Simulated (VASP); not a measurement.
A run of VASP 6.6.1 is set up as follows.

File INCAR:

```
SYSTEM = BAs
PREC = Accurate
ENCUT = 600
EDIFF = 1E-7
ISMEAR = 0
SIGMA = 0.03
LREAL = .FALSE.
LASPH = .TRUE.
NELM = 80
ALGO = Normal
ISIF = 3
LWAVE = .FALSE.
LCHARG = .FALSE.
GGA = PE
IBRION = 2
NSW = 90
EDIFFG = -0.005
```

The input KPOINTS:

```
Automatic mesh
0
G
  10 10 10
  0 0 0
```

Contents of POSCAR:

```
BAs                                     
1.0
    0.0000000000      2.4081703798      2.4081703798
    2.4081703798      0.0000000000      2.4081703798
    2.4081703798      2.4081703798      0.0000000000
  B               As            
     1     1
Direct
     0.0000000000000000    0.0000000000000000    0.0000000000000000
     0.2500000000000000    0.2500000000000000    0.2500000000000000
```

Potentials or basis: VASP PAW PBE potentials, release 64 (B, As).

Run with:

```bash
$ cat potpaw_PBE.64/B/POTCAR potpaw_PBE.64/As/POTCAR > POTCAR
$ mpirun -np 1 vasp_std > vasp.out
```

Question: What does it give for the band gap on the k mesh?

Answer: 1.20 eV, indirect (least direct gap 3.25 eV).

Final structure:
```xyz
2
Lattice="0.0000 2.4082 2.4082 2.4082 0.0000 2.4082 2.4082 2.4082 0.0000" Properties=species:S:1:pos:R:3 pbc="T T T"
B     0.0000    0.0000    0.0000
As    1.2041    1.2041    1.2041
```

Caveat: the relaxation stopped at its first step, so nothing moved. A k mesh can miss the band edges.
